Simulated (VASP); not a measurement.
The system is MgS (Niningerite).

```
S Mg
1.0
     0.00000    2.60165    2.60165
     2.60165    0.00000    2.60165
     2.60165    2.60165    0.00000
S Mg
1 1
Direct
  0.50000 0.50000 0.50000
  0.00000 0.00000 0.00000
```

- Program: VASP 6.6.1
- Task: relaxation of cell and atoms
- Functional: PBE
- Dispersion: MBD
- Potentials or basis: VASP PAW PBE potentials, release 64 (S, Mg)
- Cutoff: 600 eV
- k mesh: 9 × 9 × 9
- Occupations: fermi-dirac, width 0.05 eV
- Spin: no spin polarisation

At the start: pressure -3.2 GPa; volume 17.61 Å³/atom.

Q: How do energy, volume and symmetry change on relaxing?

A: Over 3 steps the energy falls by 7.4 meV/atom and the volume is 16.88 Å³/atom (-4.1 %); space group Fm-3m (No. 225, to 0.05 Å).

The path:
```csv
step,energy change (eV),largest force (eV/Å),pressure (GPa),volume (Å³)
1,0.0000,0.0000,-3.21,35.22
2,-0.0140,0.0000,0.69,33.45
3,-0.0147,0.0000,-0.08,33.76
```

Final structure:
```
S Mg
1.0
     0.00000    2.56517    2.56517
     2.56517    0.00000    2.56517
     2.56517    2.56517    0.00000
S Mg
1 1
Cartesian
  2.5652 2.5652 2.5652
  0.0000 0.0000 0.0000
```
